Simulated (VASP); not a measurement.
# C (Fd-3m) in VASP: a series of runs

Runs on C. Level: PBE. Tasks: single point.

Everything below comes from runs of VASP 6.6.1. Logs are shortened: lines on timing, memory, paths and dates and some standing lists are left out, and cuts for length are marked.

## Step 1: Starting point

The structure is cubic, space group Fd-3m (No. 227). Conventional cell: a = 3.573 Å, b = 3.573 Å, c = 3.573 Å, α = 90.00°, β = 90.00°, γ = 90.00°. Around C (site symmetry -43m) lie 4 C at 1.55 Å.

This isn't the form of C at room conditions, which is graphite.

## Step 2: Single point, PBE

Input file INCAR:

```
SYSTEM = C
  ALGO = Fast
  EDIFF = 1E-7
  ENCUT = 520
  GGA = PE
  ISIF = 2
  ISMEAR = 0
  LASPH = .TRUE.
  LCHARG = .FALSE.
  LREAL = .FALSE.
  LWAVE = .FALSE.
  NELM = 80
  PREC = Accurate
  SIGMA = 1.0
```

Input file KPOINTS:

```
k-points
0
G
  14 14 14
  0 0 0
```

Input file POSCAR:

```
C                                       
1.0
    0.0000000000      1.7867116396      1.7867116396
    1.7867116396      0.0000000000      1.7867116396
    1.7867116396      1.7867116396      0.0000000000
  C             
     2
Direct
     0.0000000000000000    0.0000000000000000    0.0000000000000000
     0.2500000000000000    0.2500000000000000    0.2500000000000000
```

Potentials or basis: VASP PAW PBE potentials, release 64 (C).

Launch:

```bash
cat potpaw_PBE.64/C/POTCAR > POTCAR
mpirun -np 1 vasp_std > vasp.out
```

OUTCAR:

```text
SYSTEM = C
   EDIFF = 1E-7
   ENCUT = 520
   GGA = PE
   ISIF = 2
   ISMEAR = 0
   LASPH = .TRUE.
   LREAL = .FALSE.
   NELM = 80
   PREC = Accurate

 ion  position               nearest neighbor table
   1  0.000  0.000  0.000-   2 1.55   2 1.55   2 1.55   2 1.55
   2  0.250  0.250  0.250-   1 1.55   1 1.55   1 1.55   1 1.55

  LATTYP: Found a face centered cubic cell.
 ALAT       =     3.5734232792

  Lattice vectors:

 A1 = (   0.0000000000,   1.7867116396,   1.7867116396)
 A2 = (   1.7867116396,   0.0000000000,   1.7867116396)
 A3 = (   1.7867116396,   1.7867116396,   0.0000000000)

Analysis of symmetry for initial positions (statically):
=====================================================================
 Subroutine PRICEL returns:
 Original cell was already a primitive cell.

 Routine SETGRP: Setting up the symmetry group for a
 face centered cubic supercell.

 Subroutine GETGRP returns: Found 48 space group operations
 (whereof 24 operations were pure point group operations)
 out of a pool of 48 trial point group operations.

The static configuration has the point symmetry T_d .
 The point group associated with its full space group is O_h .

Analysis of symmetry for dynamics (positions and initial velocities):
=====================================================================
 Subroutine PRICEL returns:
 Original cell was already a primitive cell.

 Routine SETGRP: Setting up the symmetry group for a
 face centered cubic supercell.

 Subroutine GETGRP returns: Found 48 space group operations
 (whereof 24 operations were pure point group operations)
 out of a pool of 48 trial point group operations.

The dynamic configuration has the point symmetry T_d .
 The point group associated with its full space group is O_h .

 Subroutine INISYM returns: Found 48 space group operations
 (whereof 24 operations are pure point group operations),
 and found     1 'primitive' translations

----------------------------------------------------------------------------------------

                                     Primitive cell

  volume of cell :      11.4076

  direct lattice vectors                    reciprocal lattice vectors
     0.000000000  1.786711640  1.786711640    -0.279843702  0.279843702  0.279843702
     1.786711640  0.000000000  1.786711640     0.279843702 -0.279843702  0.279843702
     1.786711640  1.786711640  0.000000000     0.279843702  0.279843702 -0.279843702

  length of vectors
     2.526791833  2.526791833  2.526791833     0.484703510  0.484703510  0.484703510

  position of ions in fractional coordinates (direct lattice)
     0.000000000  0.000000000  0.000000000
     0.250000000  0.250000000  0.250000000

  ion indices of the primitive-cell ions
   primitive index   ion index
                 1           1
                 2           2

----------------------------------------------------------------------------------------

 KPOINTS: k-points

Automatic generation of k-mesh.
 Grid dimensions read from file:
 generate k-points for:   14   14   14

 Generating k-lattice:

  Cartesian coordinates                     Fractional coordinates (reciprocal lattice)
    -0.019988836  0.019988836  0.019988836     0.071428571  0.000000000  0.000000000
     0.019988836 -0.019988836  0.019988836     0.000000000  0.071428571  0.000000000
     0.019988836  0.019988836 -0.019988836     0.000000000  0.000000000  0.071428571

  Length of vectors
     0.034621679  0.034621679  0.034621679

  Shift w.r.t. Gamma in fractional coordinates (k-lattice)
     0.000000000  0.000000000  0.000000000

 Subroutine IBZKPT returns following result:
 ===========================================

 Found    104 irreducible k-points:

 Following reciprocal coordinates:
            Coordinates               Weight
  0.000000  0.000000  0.000000      1.000000
  0.071429  0.000000  0.000000      8.000000
  0.142857  0.000000  0.000000      8.000000
  0.214286  0.000000  0.000000      8.000000
  0.285714  0.000000  0.000000      8.000000
  0.357143  0.000000  0.000000      8.000000
[... 16 lines left out ...]
  0.214286  0.142857  0.000000     24.000000
  0.285714  0.142857  0.000000     24.000000
 [... further k-points ...]
   k-points           NKPTS =    104   k-points in BZ     NKDIM =    104   number of bands    NBANDS=      8
   number of dos      NEDOS =    301   number of ions     NIONS =      2
   total plane-waves  NPLWV =   8000
   dimension x,y,z NGX =    20 NGY =   20 NGZ =   20
   dimension x,y,z NGXF=    40 NGYF=   40 NGZF=   40
   ions per type =               2
   NGX,Y,Z   is equivalent  to a cutoff of  13.16, 13.16, 13.16 a.u.
   NGXF,Y,Z  is equivalent  to a cutoff of  26.32, 26.32, 26.32 a.u.
 SYSTEM =  C
   PREC   = accura    normal or accurate (medium, high low for compatibility)
   ISTART =      0    job   : 0-new  1-cont  2-samecut
   ICHARG =      2    charge: 1-file 2-atom 10-const
   ISPIN  =      1    spin polarized calculation?
   LNONCOLLINEAR =      F non collinear calculations
   LSORBIT =      F    spin-orbit coupling
   LASPH  =      T    aspherical Exc in radial PAW
   ENCUT  =  520.0 eV  38.22 Ry    6.18 a.u.   4.70  4.70  4.70*2*pi/ulx,y,z
   NELM   =     80;   NELMIN=  2; NELMDL= -5     # of ELM steps
   EDIFF  = 0.1E-06   stopping-criterion for ELM
   LREAL  =      F    real-space projection
   EDIFFG = 0.1E-05   stopping-criterion for IOM
   NSW    =      0    number of steps for IOM
   IBRION =     -1    ionic relax: 0-MD 1-quasi-New 2-CG
   NFREE  =      0    steps in history (QN), initial steepest desc. (CG)
   ISIF   =      2    stress and relaxation
   ISYM   =      2    0-nonsym 1-usesym 2-fastsym
   POTIM  = 0.5000    time-step for ionic-motion
   TEBEG  =    0.0;   TEEND  =   0.0 temperature during run
   PSTRESS=    0.0 pullay stress
   NELECT =       8.0000    total number of electrons
   NUPDOWN=      -1.0000    fix difference up-down
   EMIN   =  10.00;   EMAX   =-10.00  energy-range for DOS
   EFERMI =   0.00;   METHOD = LEGACY
   ISMEAR =     0;   SIGMA  =   1.00  broadening in eV -4-tet -1-fermi 0-gaus
   EFERMI_NEDOS =   21; number of points for ismear=-14 and -15
   IALGO  =     68    algorithm
   IMIX   =      4    mixing-type and parameters
     AMIX     =   0.40;   BMIX     =  1.00
     AMIX_MAG =   1.60;   BMIX_MAG =  1.00
  volume/ion in A,a.u.               =       5.70        38.49
  Fermi-wavevector in a.u.,A,eV,Ry     =   1.454478  2.748564 28.783193  2.115505
  Thomas-Fermi vector in A             =   2.571624
   LORBIT       =      0    0 simple, 1 ext, 2 COOP (PROOUT), +10 PAW based schemes
   GGA     = PE    functional components
   LHFCALC =     F    Hartree Fock is set to
   AEXX    =    0.0000 exact exchange contribution
   IVDW    =     0    specifies the selected vdW correction
   LEPSILON=     F    determine dielectric tensor
   LRPA    =     F    only Hartree local field effects (RPA)
 non-spin polarized calculation
 RMM-DIIS sequential band-by-band and
 Gauss-broadening in eV      SIGMA  =   1.00
  energy-cutoff  :      520.00
  volume of cell :       11.41
 maximum number of plane-waves:       331
   NGX =  9   NGY =  9   NGZ =  9

 number of electron       7.9999999 magnetization

 Free energy of the ion-electron system (eV)
  ---------------------------------------------------
  ext. energy  EPLUGINS =         0.00000000
  ---------------------------------------------------
  free energy    TOTEN  =       -18.18584606 eV

  energy without entropy =      -18.18572515  energy(sigma->0) =      -18.18578561

 E-fermi :  11.6665     XC(G=0): -13.2227

 val. band max:        9.6488264653   @ k =   0.0000   0.0000   0.0000
 cond. band min:      13.7658625426   @ k =   0.3571   0.3571   0.0000
 fundamental gap:      4.1170360773
 Fermi energy:        11.6665311816

 k-point     1 :       0.0000    0.0000    0.0000
  band No.  band energies     occupation
      1     -11.7530      2.00000
      2       9.6488      1.99568
      3       9.6488      1.99568
      4       9.6488      1.99568
      5      15.2234      0.00000
      6      15.2234      0.00000
      7      15.2234      0.00000
      8      22.8524      0.00000

 k-point     2 :       0.0714    0.0000    0.0000
  band No.  band energies     occupation
      1     -11.6122      2.00000
      2       8.7197      1.99997
      3       9.4074      1.99860
      4       9.4074      1.99860
      5      15.5395      0.00000
      6      15.5395      0.00000
      7      15.7749      0.00000
      8      22.9771      0.00000

 k-point     3 :       0.1429    0.0000    0.0000
  band No.  band energies     occupation
      1     -11.1909      2.00000
      2       6.6844      2.00000
      3       8.8449      1.99993
      4       8.8449      1.99993
      5      16.2814      0.00000
      6      16.2814      0.00000
      7      16.7251      0.00000
      8      23.3419      0.00000

 k-point     4 :       0.2143    0.0000    0.0000
  band No.  band energies     occupation
      1     -10.4937      2.00000
      2       4.3022      2.00000
      3       8.2094      2.00000
      4       8.2094      2.00000
      5      17.0807      0.00000
      6      17.0807      0.00000
      7      17.4736      0.00000
      8      23.8903      0.00000

 k-point     5 :       0.2857    0.0000    0.0000
  band No.  band energies     occupation
      1      -9.5298      2.00000
      2       1.8786      2.00000
      3       7.6449      2.00000
      4       7.6449      2.00000
      5      17.6703      0.00000
      6      17.6703      0.00000
      7      17.9506      0.00000
      8      24.4889      0.00000
[... 177 lines left out ...]
 k-point    22 :       0.1429    0.1429    0.0000
  band No.  band energies     occupation
      1     -11.0039      2.00000
      2       7.5724      2.00000
      3       7.5724      2.00000
      4       7.9546      2.00000
      5      14.7090      0.00002
      6      17.9346      0.00000
      7      17.9346      0.00000
      8      22.6760      0.00000

 k-point    23 :       0.2143    0.1429    0.0000
  band No.  band energies     occupation
      1     -10.4925      2.00000
      2       5.8543      2.00000
      3       6.8901      2.00000
      4       7.6234      2.00000
      5      14.8752      0.00001
      6      18.8913      0.00000
      7      18.9284      0.00000
      8      22.2106      0.00000

 k-point    24 :       0.2857    0.1429    0.0000
  band No.  band energies     occupation
      1      -9.7091      2.00000
      2       3.6532      2.00000
      3       6.3504      2.00000
      4       7.0623      2.00000
      5      15.5451      0.00000
      6      19.5692      0.00000
      7      19.6806      0.00000
      8      21.9822      0.00000

 [... further k-points ...]

------------------------ aborting loop because EDIFF is reached ----------------------------------------

  FORCE on cell =-STRESS in cart. coord.  units (eV):
  Direction    XX          YY          ZZ          XY          YZ          ZX
  --------------------------------------------------------------------------------------
  -------------------------------------------------------------------------------------
  Total       -0.0005416     -0.0005416     -0.0005416     -0.0000000     -0.0000000      0.0000000
  in kB       -0.0760702     -0.0760702     -0.0760702     -0.0000000     -0.0000000      0.0000000
  external PRESSURE =      -0.0760702 kB  Pullay stress =       0.0000000 kB

 VOLUME and BASIS-vectors are now :
 -----------------------------------------------------------------------------
  energy-cutoff  :      520.00
  volume of cell :       11.41
      direct lattice vectors                 reciprocal lattice vectors
     0.000000000  1.786711640  1.786711640    -0.279843702  0.279843702  0.279843702
     1.786711640  0.000000000  1.786711640     0.279843702 -0.279843702  0.279843702
     1.786711640  1.786711640  0.000000000     0.279843702  0.279843702 -0.279843702

 POSITION                                       TOTAL-FORCE (eV/Angst)
 -----------------------------------------------------------------------------------
      0.00000      0.00000      0.00000        -0.000000     -0.000000      0.000000
      0.89336      0.89336      0.89336         0.000000      0.000000     -0.000000
 -----------------------------------------------------------------------------------
    total drift:                                0.000000      0.000000      0.000000

  FREE ENERGIE OF THE ION-ELECTRON SYSTEM (eV)
  ---------------------------------------------------
  free  energy   TOTEN  =       -18.1858460621 eV

  energy  without entropy=      -18.1857251544  energy(sigma->0) =      -18.18578561
```

Run time: 8 s. Hardware: 1 thread of Intel Xeon Platinum 8488C (Sapphire Rapids), shared host; peak memory 0.12 GiB.

Results:

```yaml
Free_energy: -18.1858 eV
Pressure: 0.0 GPa
Band_gap_on_the_k_mesh: 4.12 eV, indirect (least direct gap 5.57 eV)
```

Levels at points of the mesh, in eV from the valence-band top:
| k point | band 1 | band 2 | band 3 | band 4 | band 5 | band 6 | band 7 | band 8 |
| --- | --- | --- | --- | --- | --- | --- | --- | --- |
| (0.00, 0.00, 0.00) | -21.40 | 0.00 | 0.00 | 0.00 | 5.57 | 5.57 | 5.57 | 13.20 |
| (0.50, 0.00, 0.00) | -15.66 | -13.31 | -2.79 | -2.79 | 8.44 | 8.44 | 8.77 | 15.65 |
| (0.50, 0.50, 0.00) | -12.72 | -12.72 | -6.26 | -6.26 | 4.75 | 4.75 | 16.72 | 16.72 |

## Step 3: Single point, PBE (a relaxed cell with its volume scaled by 0.97)

INCAR is that of step 2.

KPOINTS is that of step 2.

Input file POSCAR:

```
C                                       
1.0
    0.0000000000      1.7686628133      1.7686628133
    1.7686628133      0.0000000000      1.7686628133
    1.7686628133      1.7686628133      0.0000000000
  C             
     2
Direct
     0.0000000000000000    0.0000000000000000    0.0000000000000000
     0.2500000000000000    0.2500000000000000    0.2500000000000000
```

Potentials or basis: VASP PAW PBE potentials, release 64 (C).

Launch:

```bash
cat potpaw_PBE.64/C/POTCAR > POTCAR
mpirun -np 1 vasp_std > vasp.out
```

It took 8.1 s on 1 thread of Intel Xeon Platinum 8488C (Sapphire Rapids), shared host; peak memory 0.12 GiB.

The run converged. Its results:

| Quantity | Value |
| --- | --- |
| Free energy | -18.1708 eV |
| Pressure | 14.0 GPa |
| Band gap on the k mesh | 4.18 eV, indirect (least direct gap 5.66 eV) |

Levels at points of the mesh, in eV from the valence-band top:
```tsv
k point	band 2	band 3	band 4	band 5	band 6	band 7
(0.00, 0.00, 0.00)	0.00	0.00	0.00	5.66	5.66	5.66
(0.50, 0.00, 0.00)	-13.65	-2.86	-2.86	8.56	8.56	9.19
(0.50, 0.50, 0.00)	-12.94	-6.45	-6.45	4.81	4.81	17.19
```

A k mesh can miss the band edges.
